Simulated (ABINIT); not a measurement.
# BN (P6_3/mmc) in ABINIT: notebook, part 2 of 2

ABINIT 10.8.3 (patched build).

**3. Band structure, PBE**

The input, run.abi:

```
ndtset 2

pp_dirpath "./"
pseudos "N_ONCV_PBE-1.2.upf, B_ONCV_PBE-1.2.upf"

acell 4.7209893936 4.7209893937 12.5396556452
rprim
     1.0000000000     0.0000000000     0.0000000000
    -0.5000000000     0.8660254038     0.0000000000
     0.0000000000     0.0000000000     1.0000000000
ntypat 2
znucl 7 5
natom 4
typat 1 1 2 2
xcart
     2.3604946970     1.3628322485     3.1349139113
    -0.0000000002     2.7256644974     9.4047417339
     2.3604946970     1.3628322485     9.4047417339
    -0.0000000002     2.7256644974     3.1349139113

ecut 42.0

ixc 11

occopt 3
tsmear 0.00183747

nstep 100

iomode 3
prtwf 0
prteig 0
prtebands 0
enunit 1
prtden1 1
prtvha1 1
prtvclmb1 1
prtpot1 1
prtelf1 1

kptopt1 1
ngkpt1 12 12 4
nshiftk1 1
shiftk1 0.0 0.0 0.0
nband1 12
tolvrs1 1.0e-10

iscf2 -2
getden2 1
nband2 18
nbdbuf2 4
tolwfr2 1.0e-11
kptopt2 -7
ndivsm2 5
prteig2 1
kptbounds2
     0.0000000000     0.0000000000     0.0000000000
     0.5000000000     0.0000000000     0.0000000000
     0.3333333333     0.3333333333     0.0000000000
     0.0000000000     0.0000000000     0.0000000000
     0.0000000000     0.0000000000     0.5000000000
     0.5000000000     0.0000000000     0.5000000000
     0.3333333333     0.3333333333     0.5000000000
     0.0000000000     0.0000000000     0.5000000000
```

Potentials or basis: SG15 NC PBE v1.2.

On the command line:

```
$ abinit run.abi > log 2>&1
```

run.abo:

```text
.Version 10.8.3 of ABINIT
 DATASET    1 : space group P6_3/m m c (#194); Bravais hP (primitive hexag.)
================================================================================
 Values of the parameters that define the memory need for DATASET  1.
     intxc =       0    ionmov =       0      iscf =       7    lmnmax =       4
     lnmax =       4     mgfft =      75  mpssoang =       2    mqgrid =    3659
     natom =       4  nloc_mem =       1    nspden =       1   nspinor =       1
    nsppol =       1      nsym =      24    n1xccc =       0    ntypat =       2
    occopt =       3   xclevel =       2
       mpw =        3171          nfft =       67500          nkpt =          57
================================================================================
================================================================================

 DATASET    2 : space group P6_3/m m c (#194); Bravais hP (primitive hexag.)
================================================================================
 Values of the parameters that define the memory need for DATASET  2.
[... 1354 lines left out ...]

 -outvars: echo values of variables after computation  --------
            acell      4.7209893936E+00  4.7209893937E+00  1.2539655645E+01 Bohr
           etotal1    -2.5760140944E+01
            fcart1     3.4221367582E-28  9.8788578924E-28 -0.0000000000E+00
                      -5.7035612637E-28 -1.6464763154E-27 -0.0000000000E+00
                      -1.1407122527E-28  4.6101336831E-28 -0.0000000000E+00
                       3.4221367582E-28  1.9757715785E-28 -0.0000000000E+00
            rprim      1.0000000000E+00  0.0000000000E+00  0.0000000000E+00
                      -5.0000000000E-01  8.6602540380E-01  0.0000000000E+00
                       0.0000000000E+00  0.0000000000E+00  1.0000000000E+00
           strten1    -1.3553320818E-04 -1.3553320852E-04 -1.0088139200E-04
                       0.0000000000E+00  0.0000000000E+00  5.2899027399E-14
           xangst      1.2491199992E+00  7.2117976776E-01  1.6589249989E+00
                      -4.4097271160E-12  1.4423595356E+00  4.9767749966E+00
                       1.2491199992E+00  7.2117976776E-01  4.9767749966E+00
                      -4.4097271160E-12  1.4423595356E+00  1.6589249989E+00
             xred      6.6666666666E-01  3.3333333332E-01  2.5000000000E-01
                       3.3333333333E-01  6.6666666665E-01  7.5000000000E-01
                       6.6666666666E-01  3.3333333332E-01  7.5000000000E-01
                       3.3333333333E-01  6.6666666665E-01  2.5000000000E-01
 Calculation completed.
```

It took 2.2 min on 1 thread of Arm Neoverse V1, shared host; peak memory 0.15 GiB.

Results:

| Property | Result |
| --- | --- |
| Free energy | -700.9691 eV |
| Pressure | 3.6 GPa |
| Band gap on the k mesh | 4.33 eV, indirect (least direct gap 4.69 eV) |
| Band gap along the path | 4.29 eV, indirect (least direct gap 4.69 eV) |
| All electrons inside the program's atomic spheres | N 5.79; B 3.55 |

Levels at the corners of the path, in eV from the valence-band top:
| point | band 6 | band 7 | band 8 | band 9 | band 10 | band 11 |
| --- | --- | --- | --- | --- | --- | --- |
| Γ | -1.39 | -1.35 | -1.35 | 5.29 | 10.29 | 11.58 |
| M | -4.17 | -1.47 | -0.47 | 4.29 | 5.66 | 9.65 |
| K | -7.19 | -0.11 | -0.11 | 4.87 | 4.87 | 10.86 |
| Γ | -1.39 | -1.35 | -1.35 | 5.29 | 10.29 | 11.58 |
| A | -1.37 | -1.37 | -1.37 | 7.65 | 7.65 | 11.64 |
| L | -4.21 | -0.95 | -0.95 | 4.76 | 4.76 | 10.04 |
| H | -7.20 | -0.03 | -0.03 | 4.66 | 4.66 | 12.08 |
| A | -1.37 | -1.37 | -1.37 | 7.65 | 7.65 | 11.64 |

Caveat: this functional lacks dispersion, which binds the layers, so the pressure and a relaxed spacing across them are unreliable.

**4. Band structure, PBE**

The input, run.abi:

```
# Datasets: ground state, then fixed potential
ndtset 2

# Pseudopotentials
pp_dirpath "./"
pseudos "N.upf, B.upf"

# Structure
acell 3*1.0
rprim
     4.7209893936     0.0000000000     0.0000000000
    -2.3604946968     4.0884967459     0.0000000000
     0.0000000000     0.0000000000    12.5396556452
ntypat 2
znucl 7 5
natom 4
typat 1 1 2 2
xred
     0.6666666667     0.3333333333     0.2500000000
     0.3333333333     0.6666666667     0.7500000000
     0.6666666667     0.3333333333     0.7500000000
     0.3333333333     0.6666666667     0.2500000000

# Plane-wave basis
ecut 42.0

# Exchange and correlation
ixc 11

# Bands and occupations
occopt 3
tsmear 0.05 eV

# SCF cycle
nstep 100

# Output
iomode 3
prtwf 0
prteig 0
prtebands 0
enunit 1
prtden1 1
prtvha1 1
prtvclmb1 1
prtpot1 1
prtelf1 1

# Dataset 1
kptopt1 1
ngkpt1 12 12 4
nshiftk1 1
shiftk1 0.0 0.0 0.0
nband1 12
tolvrs1 1.0e-10

# Dataset 2: bands along G-M-K-G-A-L-H-A
iscf2 -2
getden2 1
nband2 18
nbdbuf2 4
tolwfr2 1.0e-11
kptopt2 -7
ndivsm2 6
prteig2 1
prtvol2 -3
kptbounds2
     0.0000000000     0.0000000000     0.0000000000
     0.5000000000     0.0000000000     0.0000000000
     0.3333333333     0.3333333333     0.0000000000
     0.0000000000     0.0000000000     0.0000000000
     0.0000000000     0.0000000000     0.5000000000
     0.5000000000     0.0000000000     0.5000000000
     0.3333333333     0.3333333333     0.5000000000
     0.0000000000     0.0000000000     0.5000000000
```

Potentials or basis: PseudoDojo NC SR PBE v0.5 standard.

On the command line:

```
$ abinit run.abi > log 2>&1
```

It took 2.5 min on 1 thread of Arm Neoverse V1, shared host; peak memory 0.16 GiB.

The run converged. Its results:

| Property | Result |
| --- | --- |
| Free energy | -729.6672 eV |
| Pressure | 4.8 GPa |
| Band gap on the k mesh | 4.32 eV, indirect (least direct gap 4.69 eV) |
| Band gap along the path | 4.28 eV, indirect (least direct gap 4.69 eV) |
| All electrons inside the program's atomic spheres | N 5.79; B 3.55 |

Stress tensor (GPa, compression positive):
```
5.64 0.00 0.00
0.00 5.64 0.00
0.00 0.00 2.97
```

Levels at the corners of the path, in eV from the valence-band top:
```tsv
point	band 4	band 5	band 6	band 7	band 8	band 9	band 10	band 11	band 12	band 13
Γ	-4.17	-1.38	-1.38	-1.34	-1.34	5.25	10.29	11.66	11.66	11.78
M	-8.92	-4.22	-4.15	-1.49	-0.48	4.28	5.65	9.62	10.08	12.72
K	-7.91	-7.20	-7.20	-0.12	-0.12	4.86	4.86	10.82	13.26	13.26
Γ	-4.17	-1.38	-1.38	-1.34	-1.34	5.25	10.29	11.66	11.66	11.78
A	-5.35	-1.36	-1.36	-1.36	-1.36	7.62	7.62	11.72	11.72	11.72
L	-8.95	-4.19	-4.19	-0.96	-0.96	4.74	4.74	10.03	10.03	13.60
H	-7.99	-7.21	-7.21	-0.04	-0.04	4.64	4.64	12.05	12.05	13.93
A	-5.35	-1.36	-1.36	-1.36	-1.36	7.62	7.62	11.72	11.72	11.72
```

Caveat: this functional lacks dispersion, which binds the layers, so the pressure and a relaxed spacing across them are unreliable.

**5. The runs side by side**

| task | level | potentials or basis | cutoff (eV) | fine-grid cutoff | gap on the mesh (eV) | pressure (GPa) |
| --- | --- | --- | --- | --- | --- | --- |
| equation of state | LDA | JTH PAW LDA v2.0 | 544 | 1088.46 eV | - | - |
| band structure | PBE | SG15 NC PBE v1.2 | 1143 | - | 4.33 | 3.6 |
| band structure | PBE | PseudoDojo NC SR PBE v0.5 standard | 1143 | - | 4.32 | 4.8 |

Alike in all rows: no spin polarisation; cell as given; k mesh 12 × 12 × 4; smearing fermi-dirac 0.05 eV.

Caveats: this functional lacks dispersion, which binds the layers, so the pressure and a relaxed spacing across them are unreliable (some runs); pressures at fixed basis lie under the slope of the energies (some runs); the fit is rough or its minimum lies at the end of the range (some runs); the atomic spheres overlap (some runs).

Absolute energies hang on the potentials; compare differences alone.
